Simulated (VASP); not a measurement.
NaCl in VASP 6.6.1, relaxation

INCAR

```
PREC = Accurate
LWAVE = .FALSE.
SIGMA = 0.02
LCHARG = .FALSE.
LREAL = .FALSE.
ISIF = 3
LASPH = .TRUE.
ENCUT = 600
NSW = 40
NBANDS = 14
IBRION = 2
GGA = PS
EDIFFG = -5E-3
LMAXMIX = 6
NELM = 89
ISMEAR = -1
EDIFF = 1E-7
```

KPOINTS

```
KPOINTS created by Atomic Simulation Environment
0
Gamma
8 8 8
0 0 0
```

POSCAR

```
Na Cl
 1.0000000000000000
     0.0000000000000000    2.8475812657361486    2.8475812657361486
     2.8475812657361486    0.0000000000000000    2.8475812657361486
     2.8475812657361486    2.8475812657361486   -0.0000000000000000
 Na  Cl
   1   1
Cartesian
 -0.0000000000000000  0.0000000000000000 -0.0000000000000000
  2.8475812657361486  2.8475812657361486  2.8475812657361486
```

The recommended PBE PAW datasets give the neutral cell 14 valence electrons.

Command

```
mpirun -np 1 vasp_std
```

Q: How does this run end, and what does it give?

A: It converged. Results: relaxed cell vector lengths 3.963, 3.963, 3.963 Å; relaxed cell volume 44.02 Å³.

OSZICAR

```
N       E                     dE             d eps       ncg     rms          rms(c)
DAV:   1     0.103981589448E+03    0.10398E+03   -0.74057E+03   812   0.108E+03
DAV:   2     0.188294265205E+01   -0.10210E+03   -0.93397E+02   880   0.275E+02
DAV:   3    -0.699786914665E+01   -0.88808E+01   -0.88138E+01  1046   0.748E+01
DAV:   4    -0.715736596845E+01   -0.15950E+00   -0.15941E+00   956   0.107E+01
DAV:   5    -0.716082076527E+01   -0.34548E-02   -0.34546E-02  1080   0.159E+00    0.190E+00
DAV:   6    -0.699791505838E+01    0.16291E+00   -0.26972E-01  1022   0.349E+00    0.135E+00
DAV:   7    -0.698732501757E+01    0.10590E-01   -0.63199E-02  1088   0.162E+00    0.919E-01
DAV:   8    -0.699119574272E+01   -0.38707E-02   -0.82294E-03   920   0.810E-01    0.281E-01
DAV:   9    -0.699109590774E+01    0.99835E-04   -0.19751E-04  1004   0.107E-01    0.187E-01
DAV:  10    -0.699113959572E+01   -0.43688E-04   -0.35893E-04   956   0.111E-01    0.677E-02
...
DAV:   8    -0.699893578248E+01    0.25093E-07   -0.29339E-08   538   0.228E-03
   3 F= -.69989358E+01 E0= -.69989358E+01  d E =-.780909E-02
       N       E                     dE             d eps       ncg     rms          rms(c)
DAV:   1    -0.699917311995E+01   -0.23731E-03   -0.47105E-03   998   0.885E-01    0.981E-02
DAV:   2    -0.699898005680E+01    0.19306E-03   -0.27826E-04   956   0.155E-01    0.398E-02
DAV:   3    -0.699894700611E+01    0.33051E-04   -0.71438E-05  1022   0.827E-02    0.192E-02
DAV:   4    -0.699894485486E+01    0.21513E-05   -0.23917E-06  1164   0.160E-02    0.176E-03
DAV:   5    -0.699894473737E+01    0.11749E-06   -0.29855E-07   944   0.384E-03    0.111E-03
DAV:   6    -0.699894476049E+01   -0.23113E-07   -0.11306E-08   508   0.136E-03
   4 F= -.69989448E+01 E0= -.69989448E+01  d E =-.781807E-02
```

```csv
ionic step,ΔE (meV/atom),volume (Å³),largest force (eV/Å),pressure (GPa),electronic steps
1,0.0,46.18,0.000,-1.11,14
2,-2.8,45.12,0.000,-0.60,8
3,-3.9,44.09,0.000,-0.04,8
4,-3.9,44.02,0.000,0.01,6
```

For comparison, a separate PBEsol relaxation on usual settings, not on those above, ends at 44.02 Å³.
